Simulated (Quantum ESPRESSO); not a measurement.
**BAs: single point with r2SCAN0**

BAs:

```xyz
2
Lattice="0.0000 2.3885 2.3885 2.3885 0.0000 2.3885 2.3885 2.3885 0.0000" Properties=species:S:1:pos:R:3 pbc="T T T"
As    3.5827    3.5827    3.5827
B     0.0000    0.0000    0.0000
```

```yaml
Program: Quantum ESPRESSO 7.5
Task: single point
Functional: r2SCAN0
Potentials_or_basis: SG15 PBE 1.2
Cutoff: 952 eV
Density_cutoff: 3810 eV
k_mesh: 7 × 7 × 7
Occupations: fixed
Spin: no spin polarisation
```

```yaml
Band_gap_on_the_k_mesh: 2.50 eV, indirect (least direct gap 4.78 eV)
```

Levels at points of the mesh, in eV from the valence-band top:
| k point | band 2 | band 3 | band 4 | band 5 | band 6 | band 7 |
| --- | --- | --- | --- | --- | --- | --- |
| (0.00, 0.00, 0.00) | 0.00 | 0.00 | 0.00 | 4.78 | 4.78 | 4.78 |

Run time: 47 min on 2 MPI ranks on Arm Neoverse V2, on a shared host, peak memory 3.7 GiB a rank.

Caveat: an odd mesh through Γ misses points on the zone boundary, where band edges often lie.
